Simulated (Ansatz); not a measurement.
Starting cell, BaF2 (fluorite):

```yaml
crystal:
  lattice:
    - [0.00000, 6.24626, 6.24626]
    - [3.12313, 0.00000, 3.12313]
    - [3.12313, 3.12313, 0.00000]
  atoms:
    - { symbol: Ba, position: [0.00000, 0.00000, 0.00000] }
    - { symbol: Ba, position: [0.50000, 0.00000, 0.00000] }
    - { symbol: F, position: [0.12500, 0.25000, 0.25000] }
    - { symbol: F, position: [0.62500, 0.25000, 0.25000] }
    - { symbol: F, position: [0.37500, 0.75000, 0.75000] }
    - { symbol: F, position: [0.87500, 0.75000, 0.75000] }
```

A phonon eigenvector at L = (0.5, 0.0, 0.0) is frozen into this cell: atom i moves by Q times the vector below, so Q is the largest atomic displacement, in Å. The cell is held. (q is in reciprocal vectors of the primitive cell; the cell shown is doubled to hold the pattern.)

```tsv
atom	x	y	z
Ba1	0.116	-0.116	-0.116
Ba2	-0.116	0.116	0.116
F3	-0.577	0.577	0.577
F4	0.577	-0.577	-0.577
F5	0.577	-0.577	-0.577
F6	-0.577	0.577	0.577
```

The numbers are results of PBE (plane waves to 420 eV, PAW, scalar-relativistic; Ansatz, a quantum-chemistry and plane-wave program), not measurements. k mesh 9×9×9 (Γ-centred), Fermi-Dirac smearing 0.05 eV. E stands for the smeared free energy. BaF2 was relaxed with its symmetry unable to fall. The zero of ΔE is the undisplaced structure.

```csv
Q (Å),ΔE (meV/cell)
-0.180,withheld
-0.150,164.4
-0.120,105.4
-0.090,59.4
-0.060,26.4
-0.030,6.6
0.000,0.0
0.030,6.6
0.060,26.4
0.090,59.4
0.120,105.4
0.150,164.4
0.180,withheld
```

Question: Fit an even polynomial form (powers 2, 4) to the given rows and predict ΔE at Q = -0.180.

Answer: Least squares on the 11 given rows: ΔE = (7344)·Q² + (-1672)·Q⁴, in meV/cell with Q in Å; root-mean-square residual 0.01 meV/cell. At -0.180 the fit gives 236.2 meV/cell; the calculation gives 236.0 meV/cell, so the extrapolation is off by 0.2 (+0.1 %). The quadratic term alone would give 237.9 meV/cell.

(A displaced cell: forces are minus the slopes of the energy, force constants its curvatures, and phonons follow from these.)
